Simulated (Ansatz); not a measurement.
AgI (started from an entry of an open crystallographic database), relaxed with r2SCAN, was run in Ansatz 0.2.0 under altered settings. All numbers are computed, without spin polarisation but where a row says otherwise.

```xyz
4
Lattice="4.6507 0.0000 0.0000 -2.3254 4.0277 0.0000 0.0000 0.0000 7.5997" Properties=species:S:1:pos:R:3 pbc="T T T"
Ag    2.3254    1.3426    4.7690
Ag    0.0000    2.6851    0.9691
I     2.3254    1.3426    0.0188
I     0.0000    2.6851    3.8187
```

The base run's other keys:
```yaml
kpoints:
  mp_grid: { grid: [6, 6, 2] }
hamiltonian:
  xc: pbe
scf:
  occupations: { method: fixed }
  n_extra_bands: 5
```

It takes 7 iterations with 2779 plane waves at 420 eV and 14 k points, and leaves a mean stress of +0.63 GPa. The gap over this mesh is 1.367 eV. It ran on 4 threads of Arm Neoverse V1, with other jobs on the host.

Outcomes, with energy and stress as changes against the base:

| setting | outcome | ΔF (meV/atom) | Δ mean stress (GPa) | gap on the mesh (eV) | iterations | wall time |
| --- | --- | --- | --- | --- | --- | --- |
| kpoints.mp_grid.grid: [5, 5, 5] | converged | +0.6 | +0.02 | 1.367 | 7 | 2.2 s |
| kpoints.mp_grid.grid: [3, 3, 3] | converged | +22 | +0.29 | 1.359 | 6 | 1.1 s |
| basis.xc_grid: 1 | converged | 0.0 | 0.00 | 1.367 | 7 | 1.9 s |
| scf.occupations: methfessel_paxton 0.05 | converged | 0.0 | 0.00 | 1.367 | 8 | 2.3 s |
| scf.mixing.ndim: 30 | converged | 0.0 | 0.00 | 1.368 | 6 | 1.8 s |
| hamiltonian.dispersion: d3bj | converged | -309 | -1.65 | 1.367 | 7 | 2 s |
| accuracy: low | converged | 0.0 | 0.00 | 1.367 | 7 | 2 s |
| scf.occupations: gaussian 0.5 | converged | -0.1 | 0.00 | 1.368 | 8 | 2.3 s |
| basis.ecutwfc: 750 | converged | -1.8 | 0.00 | 1.368 | 7 | 3.5 s |
| basis.ecutwfc: 200 | converged, warned | +9541 | -3.12 | 1.597 | 8 | 0.8 s |
| basis.ecutwfc: 250 | converged, warned | +1160 | +0.68 | 1.388 | 7 | 0.98 s |
| kpoints.mp_grid.grid: [4, 4, 4] | converged | +3.8 | +0.07 | 1.365 | 7 | 1.7 s |
| kpoints.mp_grid.shift: [0.5, 0.5, 0.5] | converged, warned | -0.3 | +0.02 | 2.351 | 8 | 2.1 s |
| scf.max_iter: 1 | not converged | – | – | – | 1 | 1.1 s |
| scf.mixing.beta: 0.005 | converged | 0.0 | 0.00 | 1.367 | 11 | 2.5 s |

A dash marks a value that wasn't obtained or can't be compared. Stress is positive in compression. Its mean hides that meshes of lower symmetry stress the axes unequally. The base took 2 s.

- hamiltonian.dispersion: d3bj. The free energy moves by -309 meV an atom, the mean stress by -1.65 GPa and the gap on the mesh by 0.000 eV (to 1.367). A pairwise correction adds to energy, forces and stress and leaves the bands alone.
- basis.ecutwfc: 200. 941 plane waves in place of 2779. The free energy moves by +9541 meV an atom, the mean stress by -3.12 GPa and the gap on the mesh by +0.230 eV (to 1.597). The basis is too small: these are errors of the cutoff. Warned: cutoff below recommended.
- basis.ecutwfc: 250. 1273 plane waves in place of 2779. The free energy moves by +1160 meV an atom, the mean stress by +0.68 GPa and the gap on the mesh by +0.020 eV (to 1.388). The basis is too small: these are errors of the cutoff. Warned: cutoff below recommended.
- kpoints.mp_grid.shift: [0.5, 0.5, 0.5]. The free energy moves by -0.3 meV an atom, the mean stress by +0.02 GPa and the gap on the mesh by +0.983 eV (to 2.351). The mesh breaks the crystal's symmetry, so the stress, and any force that symmetry no longer fixes, lose it too. The gap changes mostly because other points are sampled; a mesh that misses a band edge overestimates it. Warned: symmetry narrowed by mesh.
- scf.max_iter: 1. The calculation stopped without meeting its thresholds. It stopped after 1 iteration; the base needs 7. Nothing that it printed is a property of the solid. Error: did not converge after 1 iteration: dr2 = 2.42e-3 (threshold 1.00e-7), under the density mixer `msr1`, which `scf.mixing.algorithm: auto` chose by the deck's other keys (type `scf.mixing.algorithm: msr1` to keep it) […]

Within 1 meV an atom, 0.1 GPa and 0.005 eV of the base stay: kpoints.mp_grid.grid: [5, 5, 5]; basis.xc_grid: 1; scf.occupations: methfessel_paxton 0.05; scf.mixing.ndim: 30; accuracy: low; scf.occupations: gaussian 0.5; scf.mixing.beta: 0.005.

Spin-orbit coupling is left out, which matters wherever the heavy atoms make up the band edges.
